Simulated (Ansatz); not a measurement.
Set up this calculation in Ansatz 0.2.0, as the native input.

* Task: relaxation of cell and atoms
* Functional: BLYP
* Potentials or basis: all-electron LAPW, scalar-relativistic
* Basis error allowed: 0.001 eV/atom
* k mesh: 10 × 10 × 6
* Occupations: fermi-dirac, width 0.05 eV
* Spin: no spin polarisation

Crystal: Ti.

```
Ti
1.0
     2.95000    0.00000    0.00000
    -1.47500    2.55477    0.00000
     0.00000    0.00000    4.68000
Ti
2
Direct
  0.66667 0.33333 0.75000
  0.33333 0.66667 0.25000
```

The input as run:

input.yaml

```yaml
crystal:
  lattice:
    - [2.95, 0.0, 0.0]
    - [-1.475, 2.5547749412, 0.0]
    - [0.0, 0.0, 4.68]
  atoms:
    - { symbol: Ti, position: [0.6666666667, 0.3333333333, 0.75] }
    - { symbol: Ti, position: [0.3333333333, 0.6666666667, 0.25] }
kpoints:
  mp_grid: { grid: [10, 10, 6] }
scf:
  occupations: { method: fermi_dirac, width: 0.05 }
hamiltonian:
  xc: blyp
  pseudopotentials: { kind: all_electron, lapw: { basis_error: 0.001 } }
output:
  forces: true
  stress: true
relax:
  f_tol: 0.01
  max_steps: 60
  cell: {}
```

Potentials or basis: all-electron LAPW, scalar-relativistic.

Launch:

```console
$ ansatz run input.yaml --threads 1 --pin off --max-ram 3072MiB --backend cpu --events-out ev --progress --plain --runs-dir out
```

It gave:

| Item | Value |
| --- | --- |
| Relaxed volume | 17.79 Å³/atom |
| Relaxed cell | a = 2.966 Å, b = 2.966 Å, c = 4.672 Å, α = 90.00°, β = 90.00°, γ = 120.00° |
| Space group after relaxing (to 0.05 Å) | P6_3/mmc (No. 194) |
| Energy gained by relaxing | 0.6 meV/atom |
| Ionic steps | 5 |
| Pressure after relaxing | 0.0 GPa |

Wall time 49 s on 1 thread of Intel(R) Xeon(R) Processor @ 2.50GHz (Skylake/Cascade Lake) (shared host), peak memory 0.33 GiB.
